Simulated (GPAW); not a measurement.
Crystal: GaN.

```
Ga N
1.0
     3.18000    0.00000    0.00000
    -1.59000    2.75396    0.00000
     0.00000    0.00000    5.16600
Ga N
2 2
Direct
  0.66667 0.33333 0.50000
  0.33333 0.66667 0.00000
  0.66667 0.33333 0.87500
  0.33333 0.66667 0.37500
```

* Program: GPAW 26.7.0
* Task: relaxation of cell and atoms
* Functional: M06-L
* Dispersion: D4
* Potentials or basis: GPAW PAW data sets (gpaw-data 1.2.1)
* Cutoff: 800 eV
* Basis: pw
* k mesh: 7 × 7 × 4
* Occupations: fermi-dirac, width 0.05 eV
* Spin: no spin polarisation

At the start: pressure 15.6 GPa; volume 11.31 Å³/atom.

**Question.** How do energy, volume and symmetry change on relaxing?

**Answer.** Over 5 steps the energy falls by 36.3 meV/atom and the volume is 12.06 Å³/atom (+6.6 %); space group P6_3mc (No. 186, to 0.05 Å).

The path:
| step | energy change (eV) | largest force (eV/Å) | pressure (GPa) | volume (Å³) |
| --- | --- | --- | --- | --- |
| 1 | 0.0000 | 0.1921 | 15.57 | 45.24 |
| 2 | -0.0502 | 0.0824 | 12.37 | 45.78 |
| 3 | -0.1423 | 0.1119 | 1.25 | 47.95 |
| 4 | -0.1446 | 0.0712 | 0.19 | 48.18 |
| 5 | -0.1452 | 0.0255 | -0.08 | 48.24 |

Final structure:
```xyz
4
Lattice="3.2481 0.0000 0.0000 -1.6240 2.8129 0.0000 0.0000 0.0000 5.2803" Properties=species:S:1:pos:R:3 pbc="T T T"
Ga    1.6240    0.9376    2.6347
Ga    0.0000    1.8753   -0.0056
N     1.6240    0.9377    4.6262
N     0.0000    1.8753    1.9864
```

Caveat: the data sets keep Ga 3d, Li 1s and Be 1s frozen, and some such compounds lay over 1.5 % in volume off other programs; later steps reuse the first step's grids; the PAW data sets were made with another functional, which shifts forces and pressure a little.
